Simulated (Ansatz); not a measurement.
# HfH₂: hydrostatic pressure series

Theory: Ansatz, DFT r2SCAN, scalar-relativistic, plane waves, PAW. Settings: 500 eV cutoff, 16×16×16 k-mesh, Gaussian smearing of 0.10 eV, no spin polarisation.

Starting point, cell and atoms relaxed:

```xyz
3
Lattice="-1.7325 1.7325 2.1536 1.7325 -1.7325 2.1536 1.7325 1.7325 -2.1536" Properties=species:S:1:pos:R:3 pbc="T T T"
Hf    0.0000    0.0000    0.0000
H     0.0000    1.7325    1.0768
H     1.7325    0.0000    1.0768
```

Cell and atoms are relaxed at each pressure within the symmetry of the start, at zero temperature, so transitions that lower the symmetry aren't seen. The k-mesh given is that at zero pressure and may differ at others. a, b and c are the lengths of the cell vectors above.

Spin–orbit coupling is left out, which can shift energies with elements as heavy as these.

| P (GPa) | V (Å³/atom) | V/V0 | a (Å) | b (Å) | c (Å) |
| --- | --- | --- | --- | --- | --- |
| -1 | 8.68 | 1.007 | 3.270 | 3.270 | 3.270 |
| 0 | 8.62 | 1.000 | 3.262 | 3.262 | 3.262 |
| 1 | 8.56 | 0.994 | 3.254 | 3.254 | 3.254 |
| 4 | 8.40 | 0.975 | 3.233 | 3.233 | 3.233 |
| 12 | 8.04 | 0.933 | 3.183 | 3.183 | 3.183 |
| 25 | 7.57 | 0.879 | 3.114 | 3.114 | 3.114 |
| 50 | 6.92 | 0.803 | 3.014 | 3.014 | 3.014 |
| 90 | 6.21 | 0.721 | 2.900 | 2.900 | 2.900 |

Q: What bulk modulus and pressure derivative fit these points?

A: A third-order Birch–Murnaghan fit gives B0 = 154 GPa and B0' = 3.6.